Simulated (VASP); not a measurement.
Crystal: Ge.

```xyz
2
Lattice="0.0000 2.8289 2.8289 2.8289 0.0000 2.8289 2.8289 2.8289 0.0000" Properties=species:S:1:pos:R:3 pbc="T T T"
Ge    4.2434    4.2434    4.2434
Ge    2.8289    2.8289    2.8289
```

- Program: VASP 6.6.1
- Task: relaxation of cell and atoms
- Functional: PBE
- Dispersion: D3
- Potentials or basis: VASP PAW PBE potentials, release 64 (Ge_d)
- Cutoff: 600 eV
- k mesh: 8 × 8 × 8
- Occupations: fermi-dirac, width 0.05 eV
- Spin: no spin polarisation

At the start: pressure 2.7 GPa; volume 22.64 Å³/atom.

Q: Where does the relaxation end?

A: Over 5 steps the energy falls by 8.0 meV/atom and the volume is 23.57 Å³/atom (+4.1 %); space group Fd-3m (No. 227, to 0.05 Å).

The path:
| step | energy change (eV) | largest force (eV/Å) | pressure (GPa) | volume (Å³) |
| --- | --- | --- | --- | --- |
| 1 | 0.0000 | 0.0000 | 2.71 | 45.28 |
| 2 | -0.0145 | 0.0000 | -0.89 | 47.83 |
| 3 | -0.0160 | 0.0000 | -0.18 | 47.20 |
| 4 | -0.0159 | 0.0000 | 0.18 | 47.07 |
| 5 | -0.0160 | 0.0000 | 0.01 | 47.13 |

Final structure:
```
Ge
1.0
     0.00000    2.86704    2.86704
     2.86704    0.00000    2.86704
     2.86704    2.86704    0.00000
Ge
2
Direct
  0.75000 0.75000 0.75000
  0.50000 0.50000 0.50000
```

The cell as given is a measured one (22.64 Å³/atom); PBE+D3 puts the equilibrium volume +4.1 % from it, thermal expansion not counted.

Caveat: pairwise dispersion overbinds metals, which lowers pressure and volume.
